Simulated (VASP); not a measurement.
A run of VASP 6.6.1 is set up as follows.

Contents of INCAR:

```
  PREC = Accurate
  ENCUT = 520
  EDIFF = 1E-6
  ISMEAR = 0
  SIGMA = 0.01
  LREAL = F
  LASPH = T
  NELM = 120
  ALGO = Normal
  ISIF = 2
  LWAVE = F
  LCHARG = F
  ISPIN = 2
  MAGMOM = 3
  LORBIT = 11
  LMAXMIX = 4
  LDAU = T
  LDAUTYPE = 2
  LDAUL = 2
  LDAUU = 3.5
  LDAUJ = 0
  LDAUPRINT = 1
  GGA = PS
  LUSE_VDW = T
  IVDW_NL = 2
  BPARAM = 20.0
  CPARAM = 0.0093
  NBANDS = 14
```

File KPOINTS:

```
Automatic mesh
0
Gamma
  13 13 13
```

The input POSCAR:

```
Fe
1.0
   -1.4430000000      1.4430000000      1.4430000000
    1.4430000000     -1.4430000000      1.4430000000
    1.4430000000      1.4430000000     -1.4430000000
Fe
1
Direct
    0.0000000000      0.0000000000      0.0000000000
```

The input KPOINTS_OPT:

```
path GHNGPH,PN
10
line-mode
reciprocal
 0.0000000000  0.0000000000  0.0000000000  G
 0.5000000000 -0.5000000000  0.5000000000  H

 0.5000000000 -0.5000000000  0.5000000000  H
 0.0000000000  0.0000000000  0.5000000000  N

 0.0000000000  0.0000000000  0.5000000000  N
 0.0000000000  0.0000000000  0.0000000000  G

 0.0000000000  0.0000000000  0.0000000000  G
 0.2500000000  0.2500000000  0.2500000000  P

 0.2500000000  0.2500000000  0.2500000000  P
 0.5000000000 -0.5000000000  0.5000000000  H

 0.2500000000  0.2500000000  0.2500000000  P
 0.0000000000  0.0000000000  0.5000000000  N
```

Potentials or basis: VASP PAW PBE potentials, release 64 (Fe).

Run with:

```bash
$ cat potpaw_PBE.64/Fe/POTCAR > POTCAR
$ mpirun -np 1 vasp_std > vasp.out
```

(1) Predict the net moment.

(2) Estimate the band gap along the path.

Results:

(1) 2.91 μB per cell.

(2) none (metal or under the smearing width).

Caveat: the U is typed as a test and isn't derived for this compound.
